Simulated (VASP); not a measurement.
# BiS (R-3m) in VASP: notebook, part 2 of 2

VASP 6.6.1. Earlier steps stand in the parts before.

## 4. Relaxation of cell and atoms, PBE

Input file INCAR:

```
PREC     = Accurate       # precision mode
ENCUT    = 900            # plane-wave cutoff, eV
EDIFF    = 1E-6           # SCF threshold, eV
ISMEAR   = -1             # smearing method
SIGMA    = 0.05           # smearing width, eV
LREAL    = False          # projectors in reciprocal space
LASPH    = True           # aspherical terms in the spheres
NELM     = 60             # most SCF steps
ALGO     = Normal         # electronic algorithm
ISIF     = 3              # what is computed and relaxed
LWAVE    = False          # write WAVECAR
LCHARG   = False          # write CHGCAR
GGA      = PE             # functional
IBRION   = 2              # ionic algorithm
NSW      = 40             # ionic steps
EDIFFG   = -0.01          # ionic threshold
```

Input file KPOINTS:

```
regular mesh
0
Gamma
  8 8 8
```

Input file POSCAR:

```
BiS
1.0
    2.1092708700      1.2177881000      3.5004874800
   -2.1092708700      1.2177881000      3.5004874800
    0.0000000000     -2.4355762100      3.5004874800
Bi S
1 1
Direct
    0.0000000000      0.0000000000      0.0000000000
    0.5000000000      0.5000000000      0.5000000000
```

Potentials or basis: VASP PAW PBE potentials, release 64 (Bi_d, S).

On the command line:

```
cat potpaw_PBE.64/Bi_d/POTCAR potpaw_PBE.64/S/POTCAR > POTCAR
mpirun -np 1 vasp_std > vasp.out
```

OUTCAR:

```text
PREC = Accurate
   ENCUT = 900
   EDIFF = 1E-6
   ISMEAR = -1
   LREAL = False
   LASPH = True
   NELM = 60
   ISIF = 3
   GGA = PE
   IBRION = 2
   NSW = 40
   EDIFFG = -0.01

 ion  position               nearest neighbor table
   1  0.000  0.000  0.000-   2 3.00   2 3.00   2 3.00   2 3.00   2 3.00   2 3.00
   2  0.500  0.500  0.500-   1 3.00   1 3.00   1 3.00   1 3.00   1 3.00   1 3.00

  LATTYP: Found a trigonal (rhomboedric) cell.
 ALAT       =     4.2644394775
 COS(alpha) =     0.5107049814

  Lattice vectors:

 A1 = (   2.1092708700,   1.2177881000,   3.5004874800)
 A2 = (  -2.1092708700,   1.2177881000,   3.5004874800)
 A3 = (   0.0000000000,  -2.4355762100,   3.5004874800)

Analysis of symmetry for initial positions (statically):
=====================================================================
 Subroutine PRICEL returns:
 Original cell was already a primitive cell.

 Routine SETGRP: Setting up the symmetry group for a
 trigonal (rhombohedral) supercell.

 Subroutine GETGRP returns: Found 12 space group operations
 (whereof 12 operations were pure point group operations)
 out of a pool of 12 trial point group operations.

The static configuration has the point symmetry D_3d.

Analysis of symmetry for dynamics (positions and initial velocities):
=====================================================================
 Subroutine PRICEL returns:
 Original cell was already a primitive cell.

 Routine SETGRP: Setting up the symmetry group for a
 trigonal (rhombohedral) supercell.

 Subroutine GETGRP returns: Found 12 space group operations
 (whereof 12 operations were pure point group operations)
 out of a pool of 12 trial point group operations.

The dynamic configuration has the point symmetry D_3d.

 Subroutine INISYM returns: Found 12 space group operations
 (whereof 12 operations are pure point group operations),
 and found     1 'primitive' translations

----------------------------------------------------------------------------------------

                                     Primitive cell

  volume of cell :      53.9491

  direct lattice vectors                    reciprocal lattice vectors
     2.109270870  1.217788100  3.500487480     0.237048739  0.136860153  0.095224832
    -2.109270870  1.217788100  3.500487480    -0.237048739  0.136860153  0.095224832
     0.000000000 -2.435576210  3.500487480     0.000000000 -0.273720307  0.095224832

  length of vectors
     4.264439477  4.264439477  4.264439479     0.289811275  0.289811275  0.289811275

  position of ions in fractional coordinates (direct lattice)
     0.000000000  0.000000000  0.000000000
     0.500000000  0.500000000  0.500000000

  ion indices of the primitive-cell ions
   primitive index   ion index
                 1           1
                 2           2

----------------------------------------------------------------------------------------

 KPOINTS: regular mesh

Automatic generation of k-mesh.
 Grid dimensions read from file:
 generate k-points for:    8    8    8

 Generating k-lattice:

  Cartesian coordinates                     Fractional coordinates (reciprocal lattice)
     0.029631092  0.017107519  0.011903104     0.125000000  0.000000000  0.000000000
    -0.029631092  0.017107519  0.011903104     0.000000000  0.125000000  0.000000000
     0.000000000 -0.034215038  0.011903104     0.000000000  0.000000000  0.125000000

  Length of vectors
     0.036226409  0.036226409  0.036226409

[... 62 lines left out ...]
   TEBEG  =    0.0;   TEEND  =   0.0 temperature during run
   PSTRESS=    0.0 pullay stress
   NELECT =      21.0000    total number of electrons
   NUPDOWN=      -1.0000    fix difference up-down
   EMIN   =  10.00;   EMAX   =-10.00  energy-range for DOS
   EFERMI =   0.00;   METHOD = LEGACY
   ISMEAR =    -1;   SIGMA  =   0.05  broadening in eV -4-tet -1-fermi 0-gaus
   EFERMI_NEDOS =   21; number of points for ismear=-14 and -15
   IALGO  =     38    algorithm
   IMIX   =      4    mixing-type and parameters
     AMIX     =   0.40;   BMIX     =  1.00
     AMIX_MAG =   1.60;   BMIX_MAG =  1.00
  volume/ion in A,a.u.               =      26.97       182.03
  Fermi-wavevector in a.u.,A,eV,Ry     =   1.195327  2.258840 19.440087  1.428806
  Thomas-Fermi vector in A             =   2.331295
   LORBIT       =      0    0 simple, 1 ext, 2 COOP (PROOUT), +10 PAW based schemes
   GGA     = PE    functional components
   LHFCALC =     F    Hartree Fock is set to
   AEXX    =    0.0000 exact exchange contribution
   IVDW    =     0    specifies the selected vdW correction
   LEPSILON=     F    determine dielectric tensor
   LRPA    =     F    only Hartree local field effects (RPA)
 conjugate gradient relaxation of ions
 non-spin polarized calculation
  energy-cutoff  :      900.00
  volume of cell :       53.95
 maximum number of plane-waves:      3324
 NGX is ok and might be reduce to    42
   NGX = 21   NGY = 21   NGZ = 21

--------------------------------------- Ionic step        1  -------------------------------------------

 number of electron      21.0000001 magnetization

 Free energy of the ion-electron system (eV)
  ---------------------------------------------------
  ext. energy  EPLUGINS =         0.00000000
  ---------------------------------------------------
  free energy    TOTEN  =        -8.14172213 eV

  energy without entropy =       -8.12802800  energy(sigma->0) =       -8.13487506

------------------------ aborting loop because EDIFF is reached ----------------------------------------

  FORCE on cell =-STRESS in cart. coord.  units (eV):
  Direction    XX          YY          ZZ          XY          YZ          ZX
  --------------------------------------------------------------------------------------
  -------------------------------------------------------------------------------------
  Total       -0.5092494     -0.5092494     -0.3324765      0.0000000      0.0000000      0.0000000
  in kB      -15.1236707    -15.1236707     -9.8738769      0.0000000      0.0000000      0.0000000
  external PRESSURE =     -13.3737394 kB  Pullay stress =       0.0000000 kB
[... 89 lines left out ...]
  FREE ENERGIE OF THE ION-ELECTRON SYSTEM (eV)
  ---------------------------------------------------
  free  energy   TOTEN  =        -8.1473476351 eV

  energy  without entropy=       -8.1337150603  energy(sigma->0) =       -8.14053135

 E-fermi :   7.1990     XC(G=0):  -9.9639

 val. band max:        7.1981600219   @ k =   0.3750   0.0000   0.0000
 cond. band min:       7.2123051411   @ k =   0.3750   0.2500   0.2500
 fundamental gap:      0.0141451192
 Fermi energy:         7.1989678796

 k-point     1 :       0.0000    0.0000    0.0000
  band No.  band energies     occupation
      1     -16.4732      2.00000
      2     -16.4449      2.00000
      3     -16.4449      2.00000
      4     -16.4404      2.00000
      5     -16.4404      2.00000
      6      -7.9540      2.00000
      7      -1.7704      2.00000
      8       2.9683      2.00000
      9       4.2599      2.00000
     10       4.2599      2.00000
     11      10.0025      0.00000
     12      10.0025      0.00000
     13      10.1678      0.00000
     14      11.6401      0.00000
[... 379 lines left out ...]
      3     -16.4457      2.00000
      4     -16.4421      2.00000
      5     -16.4242      2.00000
      6      -7.0457      2.00000
      7      -3.3498      2.00000
      8       2.7006      2.00000
      9       4.5544      2.00000
     10       5.0344      2.00000
     11       6.8620      1.99764
     12       7.6703      0.00016
     13       8.8154      0.00000
     14      13.3270      0.00000

 [... further k-points ...]

[... ionic steps 4 to 13 ...]

--------------------------------------- Ionic step       14  -------------------------------------------

 number of electron      21.0000000 magnetization

------------------------ aborting loop because EDIFF is reached ----------------------------------------
[... 67 lines left out ...]
--------------------------------------- Ionic step       16  -------------------------------------------

 number of electron      21.0000000 magnetization

 Free energy of the ion-electron system (eV)
  ---------------------------------------------------
  ext. energy  EPLUGINS =         0.00000000
  ---------------------------------------------------
  free energy    TOTEN  =        -8.25605550 eV

  energy without entropy =       -8.25048904  energy(sigma->0) =       -8.25327227

 E-fermi :   7.4618     XC(G=0): -10.0969

 val. band max:        7.4067887373   @ k =   0.5000   0.2500   0.2500
 cond. band min:       7.4635976182   @ k =  -0.2500  -0.2500   0.1250
 fundamental gap:      0.0568088809
 Fermi energy:         7.4618166226

 k-point     1 :       0.0000    0.0000    0.0000
  band No.  band energies     occupation
      1     -16.2819      2.00000
      2     -16.2422      2.00000
      3     -16.2422      2.00000
      4     -16.2342      2.00000
      5     -16.2342      2.00000
      6      -7.7705      2.00000
      7      -1.7259      2.00000
      8       2.6645      2.00000
      9       4.9270      2.00000
     10       4.9270      2.00000
     11      10.5327      0.00000
     12      10.5327      0.00000
     13      10.7418      0.00000
     14      11.7732      0.00000
[... 420 lines left out ...]
  FREE ENERGIE OF THE ION-ELECTRON SYSTEM (eV)
  ---------------------------------------------------
  free  energy   TOTEN  =        -8.2560555032 eV

  energy  without entropy=       -8.2504890416  energy(sigma->0) =       -8.25327227

 reached required accuracy - stopping structural energy minimisation
```

It took 6.5 min on 1 thread of Intel Xeon 6975P-C (Granite Rapids), shared host; peak memory 0.36 GiB.

Results:

```
Free energy                            : -8.2561 eV
Relaxed volume                         : 25.24 Å³/atom
Relaxed cell                           : a = 4.547 Å, b = 4.547 Å, c = 4.547 Å, α = 49.83°, β = 49.83°, γ = 49.83°
Space group after relaxing (to 0.05 Å) : R-3m (No. 166)
Energy gained by relaxing              : 57.2 meV/atom
Ionic steps                            : 16
Pressure after relaxing                : 0.0 GPa
Band gap on the k mesh                 : none (metal or under the smearing width)
```

Step by step:
| step | energy change (eV) | largest force (eV/Å) | pressure (GPa) | volume (Å³) |
| --- | --- | --- | --- | --- |
| 1 | 0.0000 | 0.0000 | -1.34 | 53.95 |
| 2 | -0.0049 | 0.0000 | 0.61 | 52.21 |
| 3 | -0.0056 | 0.0000 | 0.05 | 52.67 |
| 4 | -0.0067 | 0.0000 | 0.06 | 52.64 |
| 5 | -0.0112 | 0.0000 | 0.09 | 52.54 |
| 6 | -0.0259 | 0.0000 | 0.09 | 52.31 |
| 7 | -0.0740 | 0.0000 | -0.06 | 51.73 |
| 8 | -0.1039 | 0.0000 | -0.24 | 50.12 |
| 9 | -0.1130 | 0.0000 | -0.18 | 50.88 |
| 10 | -0.1141 | 0.0000 | -0.29 | 50.73 |
| 11 | -0.1142 | 0.0000 | -0.27 | 50.68 |
| 12 | -0.0893 | 0.0000 | 3.05 | 48.00 |
| 13 | -0.1143 | 0.0000 | -0.06 | 50.50 |
| 14 | -0.1143 | 0.0000 | -0.06 | 50.51 |
| 15 | -0.1136 | 0.0000 | 0.32 | 50.36 |
| 16 | -0.1143 | 0.0000 | 0.02 | 50.48 |

Final structure:
```
Bi S
1.0
     1.91525    1.10577    3.97254
    -1.91525    1.10577    3.97254
     0.00000   -2.21154    3.97254
Bi S
1 1
Direct
  0.00000 0.00000 0.00000
  0.50000 0.50000 0.50000
```

Levels at points of the mesh, in eV from the Fermi level:
| k point | band 7 | band 8 | band 9 | band 10 | band 11 | band 12 | band 13 | band 14 |
| --- | --- | --- | --- | --- | --- | --- | --- | --- |
| (0.00, 0.00, 0.00) | -9.19 | -4.80 | -2.53 | -2.53 | 3.07 | 3.07 | 3.28 | 4.31 |
| (0.50, 0.00, 0.00) | -11.53 | -3.54 | -2.61 | -2.61 | -2.17 | -0.43 | 0.06 | 6.24 |
| (0.50, 0.50, 0.00) | -10.45 | -6.64 | -5.42 | -3.88 | 2.36 | 2.77 | 3.20 | 4.44 |
| (0.50, 0.50, 0.50) | -12.55 | -2.18 | -2.18 | -1.10 | -0.18 | 1.23 | 1.23 | 7.25 |

Caveat: spin-orbit coupling is left out, which moves the levels of the heavy elements.

## 5. Relaxation of cell and atoms, PBE

INCAR is that of step 4.

KPOINTS is that of step 4.

POSCAR is that of step 4.

Potentials or basis: VASP PAW PBE potentials, release 64 (Bi_d_GW, S_GW).

On the command line:

```
cat potpaw_PBE.64/Bi_d_GW/POTCAR potpaw_PBE.64/S_GW/POTCAR > POTCAR
mpirun -np 1 vasp_std > vasp.out
```

It took 9 min on 1 thread of Intel Xeon 6975P-C (Granite Rapids), shared host; peak memory 0.42 GiB.

Results (log left out):

| Item | Value |
| --- | --- |
| Free energy | -8.2473 eV |
| Relaxed volume | 25.27 Å³/atom |
| Relaxed cell | a = 4.545 Å, b = 4.545 Å, c = 4.545 Å, α = 49.90°, β = 49.90°, γ = 49.90° |
| Space group after relaxing (to 0.05 Å) | R-3m (No. 166) |
| Energy gained by relaxing | 56.6 meV/atom |
| Ionic steps | 13 |
| Pressure after relaxing | 0.0 GPa |
| Band gap on the k mesh | none (metal or under the smearing width) |

The path:
| step | energy change (eV) | largest force (eV/Å) | pressure (GPa) | volume (Å³) |
| --- | --- | --- | --- | --- |
| 1 | 0.0000 | 0.0000 | -1.33 | 53.95 |
| 2 | -0.0048 | 0.0000 | 0.60 | 52.22 |
| 3 | -0.0055 | 0.0000 | 0.04 | 52.68 |
| 4 | -0.0055 | 0.0000 | 0.07 | 52.65 |
| 5 | -0.0066 | 0.0000 | 0.09 | 52.62 |
| 6 | -0.0110 | 0.0000 | 0.13 | 52.53 |
| 7 | -0.0252 | 0.0000 | 0.09 | 52.31 |
| 8 | -0.0721 | 0.0000 | -0.05 | 51.74 |
| 9 | -0.1046 | 0.0000 | -0.26 | 50.18 |
| 10 | -0.1122 | 0.0000 | -0.25 | 50.87 |
| 11 | -0.1131 | 0.0000 | -0.23 | 50.73 |
| 12 | -0.0970 | 0.0000 | 2.55 | 48.46 |
| 13 | -0.1133 | 0.0000 | -0.01 | 50.54 |

Final structure:
```
Bi S
1.0
     1.91712    1.10685    3.96939
    -1.91712    1.10685    3.96939
     0.00000   -2.21370    3.96939
Bi S
1 1
Direct
  0.00000 0.00000 0.00000
  0.50000 0.50000 0.50000
```

Levels at points of the mesh, in eV from the Fermi level:
| k point | band 9 | band 10 | band 11 | band 12 | band 13 | band 14 |
| --- | --- | --- | --- | --- | --- | --- |
| (0.00, 0.00, 0.00) | -4.79 | -2.54 | -2.54 | 3.06 | 3.06 | 3.27 |
| (0.50, 0.00, 0.00) | -3.53 | -2.62 | -2.60 | -2.17 | -0.44 | 0.05 |
| (0.50, 0.50, 0.00) | -6.64 | -5.42 | -3.89 | 2.36 | 2.76 | 3.20 |
| (0.50, 0.50, 0.50) | -2.19 | -2.19 | -1.11 | -0.19 | 1.21 | 1.21 |

Caveat: spin-orbit coupling is left out, which moves the levels of the heavy elements.

## 6. The runs side by side

| potentials or basis | gap on the mesh (eV) | pressure (GPa) | relaxed volume (Å³/atom) |
| --- | --- | --- | --- |
| VASP PAW PBE potentials, release 64 (Bi_d, S) | none | 0.0 | 25.24 |
| VASP PAW PBE potentials, release 64 (Bi, S) | none | 0.0 | 25.18 |
| VASP PAW PBE potentials, release 64 (Bi_d_GW, S_GW) | none | 0.0 | 25.27 |

Alike in all rows: task relaxation of cell and atoms; level PBE; no spin polarisation; cell relaxed; k mesh 8 × 8 × 8; cutoff (eV) 900; smearing fermi-dirac 0.05 eV.

Caveats: spin-orbit coupling is left out, which moves the levels of the heavy elements.

Total energies depend on the potentials used, so only differences within one code and one set of settings carry meaning.
